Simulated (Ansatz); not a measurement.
# Si (P6_3/mmc) in Ansatz: a series of runs

Runs on Si. Level: PBEsol. Tasks: single point, equation of state.

All numbers are computed with Ansatz 0.2.0; they aren't measurements. Logs are shortened: lines on timing, memory, paths and dates and some standing lists are left out, and cuts for length are marked.

## Step 1: The crystal as given

Symmetry: P6_3/mmc, No. 194, hexagonal system. Conventional cell: a = 3.831 Å, b = 3.831 Å, c = 6.333 Å, α = 90.00°, β = 90.00°, γ = 120.00°. Around Si (site symmetry 3m) lie 4 Si at 2.35 to 2.37 Å.

This isn't the form of Si at room conditions, which is diamond.

## Step 2: Single point, PBEsol, 18.92 Å³/atom (volume scaled by 0.94)

input.yaml

```yaml
crystal:
  lattice:
    - [3.7531053624, 0.0, 0.0]
    - [-1.8765526812, 3.2502845869, 0.0]
    - [0.0, 0.0, 6.2033485431]
  atoms:
    - { symbol: Si, position: [0.6666666667, 0.3333333333, 0.9369905] }
    - { symbol: Si, position: [0.3333333333, 0.6666666667, 0.4369905] }
    - { symbol: Si, position: [0.6666666667, 0.3333333333, 0.5630095] }
    - { symbol: Si, position: [0.3333333333, 0.6666666667, 0.0630095] }
kpoints:
  mp_grid: { grid: [8, 8, 4] }
scf:
  occupations: { method: fermi_dirac, width: 0.05 }
hamiltonian:
  xc: pbesol
  pseudopotentials: { kind: all_electron, lapw: { basis_error: 0.002 } }
output:
  forces: true
  stress: true
  eigenvalues: true
```

Potentials or basis: all-electron LAPW, scalar-relativistic.

On the command line:

```sh
$ ansatz run input.yaml --threads 2 --pin off --max-ram 6144MiB --backend cpu --events-out ev --progress --plain --runs-dir out
```

The program printed:

```text
Warning: RAYON_NUM_THREADS=2 ignored (pool sized by the plan → 2); use --threads N
LAPW: plane waves up to 7.426 Å⁻¹, error target 2.0e-3 eV per atom; small_component_spin mean_spin; Si in spheres of 1.152 Å, 12 of its electrons in bands, Dirac shells [] (how accurate: hamiltonian.pseudopotentials.lapw.basis_error, Limitations)
Engine: ansatz 0.2.0, x86_64-unknown-linux-gnu
Pseudopotentials: kind: all_electron
Pseudopotential: Si, LAPW, valence charge 12, lapw/all_electron/scalar/gaussian/Si, Koelling and Harmon's equation, gaussian nucleus
Functional definition: PBEsol
  exchange = pbesol_x
  correlation = pbesol_c
Crystal: 4 atoms, lattice volume = 75.673 Å³
Basis set: ecut = 210.0931242716604 eV, 549 PW (Γ), exchange–correlation at level 2
Bands: 29, of which v1, the nominal top of the filled ones, is band 24 counted from 1 (23 counted from 0)
Symmetry: 24 space group operations
Space group: P63/mmc (ITA 194), of the structure as read, at distance tolerance 4.2e-5 Å
k-points: 30 of 256
Non-local potential: Si, projectors of the file, none
Initial density: superposition of atomic densities (chi_scale 0.1, normalization cell)
Initial wavefunctions: plane waves of lowest kinetic energy (no species holds an atomic orbital)
Functional: x = pbesol(κ = 0.804, μ = 0.12345679012345678), c = pbesol(β = 0.046)
iter 1 solved again at ethr=3.37e-3 eV; its pass at ethr=1.00e-1 eV (dr2=1.62e0 eV) is discarded
SCF iter   1: F=—  HF=-31512.209229 eV  |F-HF|=—  |Δ(HF+E_count)|=         —  Δρ=4.51e-2  dr2=1.62e0  ethr=3.37e-3  ⟨swp⟩=2.0  Hψ=6197  notcnv=0
preconditioner: auto → Resta (q_TF=auto, 2.529 Å⁻¹)  ε∞=5.0  [insulator: Δε(μ)=0.589 eV  Ē_g=8.580 eV  σ=0.050 eV  W_gap=0.99  n_scr=22 (ndim 8)  ℏωp=17.1 eV  f_vac=0.000  D(μ)=0.00/eV (n_scr^D=0)  ε∞_Penn≈5.0]
SCF iter   2: F=—  HF=-31511.926943 eV  |F-HF|=—  |Δ(HF+E_count)|=   2.82e-1  Δρ=2.70e-2  dr2=6.59e-1  ethr=3.37e-3  ⟨swp⟩=2.0  Hψ=2400  notcnv=0
iter 3 solved again at ethr=1.95e-5 eV; its pass at ethr=1.37e-3 eV (dr2=9.38e-3 eV) is discarded
SCF iter   3: F=—  HF=-31511.727777 eV  |F-HF|=—  |Δ(HF+E_count)|=   1.99e-1  Δρ=3.01e-3  dr2=9.19e-3  ethr=1.95e-5  ⟨swp⟩=3.0  Hψ=4370  notcnv=0
SCF iter   4: F=—  HF=-31511.730523 eV  |F-HF|=—  |Δ(HF+E_count)|=         —  Δρ=6.34e-4  dr2=6.03e-4  ethr=1.91e-5  ⟨swp⟩=2.3  Hψ=2266  notcnv=0
the basis was enlarged: its passes take 342.0 KiB over the memory plan, 2 of 2 planned eigensolver slots
SCF iter   5: F=—  HF=-31511.730827 eV  |F-HF|=—  |Δ(HF+E_count)|=   3.03e-4  Δρ=2.12e-4  dr2=3.22e-5  ethr=1.26e-6  ⟨swp⟩=3.0  Hψ=2498  notcnv=0
SCF iter   6: F=—  HF=-31511.730875 eV  |F-HF|=—  |Δ(HF+E_count)|=   4.80e-5  Δρ=2.94e-5  dr2=7.69e-7  ethr=6.70e-8  ⟨swp⟩=3.1  Hψ=2457  notcnv=0
SCF iter   7: F=—  HF=-31511.730876 eV  |F-HF|=—  |Δ(HF+E_count)|=   1.04e-6  Δρ=8.35e-6  dr2=6.98e-8  ethr=1.60e-9  ⟨swp⟩=3.0  Hψ=2479  notcnv=0
SCF iter   8: F=-31511.730876 eV  HF=-31511.730876 eV  |F-HF|=1.35e-9  |Δ(HF+E_count)|=   1.63e-8  Δρ=1.82e-6  dr2=2.43e-9  ethr=1.45e-10  ⟨swp⟩=3.0  Hψ=2408  notcnv=0
SCF 1 converged in 8 iterations: F = -31511.730876 eV  dr2 = 2.43e-9
SCF converged after 8 iterations
Free energy (F): -31511.730876 eV
Harris-Foulkes:  -31511.730876 eV  (|F-HF|=1.35e-9)
Internal energy: -31511.729948 eV  (E = F + TS)
E sigma→0 (E₀):  -31511.730412 eV
Entropy (-TS):   -0.000928 eV (-0.232 meV/atom)
Fermi energy:    8.451680 eV
--- Per-component energies (eV) ---
  E_band       = -2912.238006
  E_kinetic    = 31601.069096
  E_xc         = -2215.097818
  E_electrostatic = -60897.701225  (all electrons and nuclei)
  E_smearing   = -0.000928  (= −TS)
  E_closure    = 0.000000  (closes the sum)
  E_atoms      = -31488.843489  (free atoms, spherical and without spin; not in F)
  Σ components = -31511.730876   (vs F -31511.730876, Δ=0.00e0)
  Basis errors (estimates in eV, not in F): energy 9.3e-4 per atom: plane waves 8.8e-4 (5.2e-4 summed), levels above the bands 1.1e-27, relativity 1.7e-8, radial functions 5.3e-5, core shells 8.8e-14; eigenvalues (radial functions only) 1.5e-6; not estimated: angular momenta, meshes, grids; target (lapw.basis_error) 2.0e-3; muffin-tin radii Si 1.152 Å
--- Forces (eV/Å), atoms counted from 1 ---
  atom   1  Si     0.00000000    -0.00000000    -0.01813370
  atom   2  Si    -0.00000000     0.00000000    -0.01813370
  atom   3  Si    -0.00000000    -0.00000000     0.01813370
  atom   4  Si    -0.00000000     0.00000000     0.01813370
  max |Σ_I F_I| component: 5.78e-18 eV/Å
--- Stress (GPa, compression-positive) ---
        5.955738      -0.000000       0.000000
       -0.000000       5.955738       0.000000
        0.000000       0.000000       6.038211
  P = ⅓ Tr σ = 5.9832 GPa (59.832 kbar)
--- Band table (eV; the first three rows and the last of 30) ---
  k-point 0: bands = ["-125.2287", "-125.2263", "-125.2207", "-125.2183", "-81.5071", "-81.5047", "-81.5046", "-81.5046", "-81.5031", "-81.5031", "-81.4891", "-81.4866", "-81.4813", "-81.4813", "-81.4799", "-81.4799", "-4.3097", "-1.8525", "0.7824", "6.7570", "6.7570", "7.9898", "8.3830", "8.3830", "9.4954", "10.2903", "10.2903", "10.7382", "12.5431"]
  k-point 1: bands = ["-125.2284", "-125.2267", "-125.2202", "-125.2186", "-81.5068", "-81.5051", "-81.5044", "-81.5044", "-81.5034", "-81.5034", "-81.4887", "-81.4869", "-81.4811", "-81.4811", "-81.4801", "-81.4801", "-4.0968", "-2.5356", "1.8622", "6.3625", "6.9216", "6.9216", "8.0133", "8.0133", "9.7022", "10.6116", "10.6116", "10.9666", "12.1068"]
  k-point 2: bands = ["-125.2276", "-125.2276", "-125.2193", "-125.2193", "-81.5060", "-81.5060", "-81.5039", "-81.5039", "-81.5039", "-81.5039", "-81.4877", "-81.4877", "-81.4806", "-81.4806", "-81.4806", "-81.4806", "-3.4748", "-3.4748", "3.9621", "3.9621", "7.3849", "7.3849", "7.3849", "7.3849", "10.2821", "10.2821", "11.2959", "11.2959", "11.2959"]
  k-point 29: bands = ["-125.2248", "-125.2248", "-125.2222", "-125.2222", "-81.5089", "-81.5089", "-81.5063", "-81.5063", "-81.4983", "-81.4983", "-81.4885", "-81.4885", "-81.4826", "-81.4826", "-81.4782", "-81.4782", "-0.7742", "-0.7742", "0.7833", "0.7833", "3.7400", "3.7400", "6.2069", "6.2069", "9.8488", "9.8488", "11.9981", "11.9981", "13.0798"]
```

Wall time 1.7 s (2 threads of AMD EPYC 9R45 (Zen 5), shared host); peak memory 0.32 GiB.

What came out:

- Free energy: -31511.7309 eV
- Pressure: 6.0 GPa
- Largest force: 0.018 eV/Å
- Band gap on the k mesh: 0.17 eV, indirect (least direct gap 1.11 eV)

## Step 3: Single point, PBEsol, 19.32 Å³/atom (volume scaled by 0.96)

Edit input.yaml of step 2 so:

```diff
@@ -2,5 +2,5 @@
   lattice:
-    - [3.7531053624, 0.0, 0.0]
-    - [-1.8765526812, 3.2502845869, 0.0]
-    - [0.0, 0.0, 6.2033485431]
+    - [3.7795365527, 0.0, 0.0]
+    - [-1.8897682764, 3.2731746692, 0.0]
+    - [0.0, 0.0, 6.2470355356]
   atoms:
```

Potentials or basis: all-electron LAPW, scalar-relativistic.

On the command line:

```sh
$ ansatz run input.yaml --threads 2 --pin off --max-ram 6144MiB --backend cpu --events-out ev --progress --plain --runs-dir out
```

It took 1.7 s on 2 threads of AMD EPYC 9R45 (Zen 5), shared host; peak memory 0.32 GiB.

The run converged. Its results:

```yaml
Free_energy: -31511.7787 eV
Pressure: 3.6 GPa
Largest_force: 0.008 eV/Å
Band_gap_on_the_k_mesh: 0.22 eV, indirect (least direct gap 1.06 eV)
```

## Step 4: Single point, PBEsol, 19.72 Å³/atom (volume scaled by 0.98)

Edit input.yaml of step 3 so:

```diff
@@ -2,5 +2,5 @@
   lattice:
-    - [3.7795365527, 0.0, 0.0]
-    - [-1.8897682764, 3.2731746692, 0.0]
-    - [0.0, 0.0, 6.2470355356]
+    - [3.8056031457, 0.0, 0.0]
+    - [-1.9028015729, 3.295749001, 0.0]
+    - [0.0, 0.0, 6.2901199008]
   atoms:
```

On the command line:

```sh
$ ansatz run input.yaml --threads 2 --pin off --max-ram 6144MiB --backend cpu --events-out ev --progress --plain --runs-dir out
```

It took 1.8 s on 2 threads of AMD EPYC 9R45 (Zen 5), shared host; peak memory 0.32 GiB.

It converged, with:

```yaml
Free_energy: -31511.8037 eV
Pressure: 1.5 GPa
Band_gap_on_the_k_mesh: 0.26 eV, indirect (least direct gap 1.00 eV)
```

## Step 5: Single point, PBEsol, 20.13 Å³/atom

Edit input.yaml of step 4 so:

```diff
@@ -2,5 +2,5 @@
   lattice:
-    - [3.8056031457, 0.0, 0.0]
-    - [-1.9028015729, 3.295749001, 0.0]
-    - [0.0, 0.0, 6.2901199008]
+    - [3.8313174605, 0.0, 0.0]
+    - [-1.9156587303, 3.3180182508, 0.0]
+    - [0.0, 0.0, 6.3326220002]
   atoms:
```

On the command line:

```sh
$ ansatz run input.yaml --threads 2 --pin off --max-ram 6144MiB --backend cpu --events-out ev --progress --plain --runs-dir out
```

It took 1.6 s on 2 threads of AMD EPYC 9R45 (Zen 5), shared host; peak memory 0.31 GiB.

It converged, with:

```yaml
Free_energy: -31511.8083 eV
Pressure: -0.5 GPa
Largest_force: 0.010 eV/Å
Band_gap_on_the_k_mesh: 0.31 eV, indirect (least direct gap 0.95 eV)
```

## Step 6: Single point, PBEsol, 20.53 Å³/atom (volume scaled by 1.02)

Edit input.yaml of step 5 so:

```diff
@@ -2,5 +2,5 @@
   lattice:
-    - [3.8313174605, 0.0, 0.0]
-    - [-1.9156587303, 3.3180182508, 0.0]
-    - [0.0, 0.0, 6.3326220002]
+    - [3.8566911633, 0.0, 0.0]
+    - [-1.9283455817, 3.339992522, 0.0]
+    - [0.0, 0.0, 6.3745611165]
   atoms:
```

Potentials or basis: all-electron LAPW, scalar-relativistic.

On the command line:

```sh
$ ansatz run input.yaml --threads 2 --pin off --max-ram 6144MiB --backend cpu --events-out ev --progress --plain --runs-dir out
```

It took 1.6 s on 2 threads of AMD EPYC 9R45 (Zen 5), shared host; peak memory 0.31 GiB.

Results (log left out):

| Item | Value |
| --- | --- |
| Free energy | -31511.7945 eV |
| Pressure | -2.2 GPa |
| Largest force | 0.017 eV/Å |
| Band gap on the k mesh | 0.35 eV, indirect (least direct gap 0.90 eV) |

## Step 7: Single point, PBEsol, 20.93 Å³/atom (volume scaled by 1.04)

Edit input.yaml of step 6 so:

```diff
@@ -2,5 +2,5 @@
   lattice:
-    - [3.8566911633, 0.0, 0.0]
-    - [-1.9283455817, 3.339992522, 0.0]
-    - [0.0, 0.0, 6.3745611165]
+    - [3.8817353141, 0.0, 0.0]
+    - [-1.9408676571, 3.3616813928, 0.0]
+    - [0.0, 0.0, 6.4159555303]
   atoms:
```

On the command line:

```sh
$ ansatz run input.yaml --threads 2 --pin off --max-ram 6144MiB --backend cpu --events-out ev --progress --plain --runs-dir out
```

Wall time 1.7 s (2 threads of AMD EPYC 9R45 (Zen 5), shared host); peak memory 0.32 GiB.

Results (log left out):

```yaml
Free_energy: -31511.7641 eV
Pressure: -3.8 GPa
Largest_force: 0.024 eV/Å
Band_gap_on_the_k_mesh: 0.39 eV, indirect (least direct gap 0.85 eV)
```

## Step 8: Single point, PBEsol, 21.33 Å³/atom (volume scaled by 1.06)

Edit input.yaml of step 7 so:

```diff
@@ -2,5 +2,5 @@
   lattice:
-    - [3.8817353141, 0.0, 0.0]
-    - [-1.9408676571, 3.3616813928, 0.0]
-    - [0.0, 0.0, 6.4159555303]
+    - [3.9064604095, 0.0, 0.0]
+    - [-1.9532302048, 3.3830939535, 0.0]
+    - [0.0, 0.0, 6.456822591]
   atoms:
```

On the command line:

```sh
$ ansatz run input.yaml --threads 2 --pin off --max-ram 6144MiB --backend cpu --events-out ev --progress --plain --runs-dir out
```

It took 1.7 s on 2 threads of AMD EPYC 9R45 (Zen 5), shared host; peak memory 0.31 GiB.

Results (log left out):

```
Free energy            : -31511.7188 eV
Pressure               : -5.2 GPa
Largest force          : 0.031 eV/Å
Band gap on the k mesh : 0.42 eV, indirect (least direct gap 0.80 eV)
```

## Step 9: Equation of state, PBEsol

Potentials or basis: all-electron LAPW, scalar-relativistic.

No new run: the results of the series are fitted here.

Results:

| Property | Result |
| --- | --- |
| Equilibrium volume | 20.02 Å³/atom |
| Bulk modulus at fixed shape and positions | 94 GPa |
| Pressure derivative of the bulk modulus | 4.2 |

Energy against volume, from the lowest point:
```tsv
volume (Å³/atom)	energy (meV/atom)
18.918	19.36
19.321	7.41
19.723	1.15
20.126	0.00
20.528	3.45
20.931	11.05
21.333	22.37
```

Caveat: the cell was scaled at fixed shape and fractional positions, which overstates the stiffness of a crystal with free parameters, most of all of layers and chains.
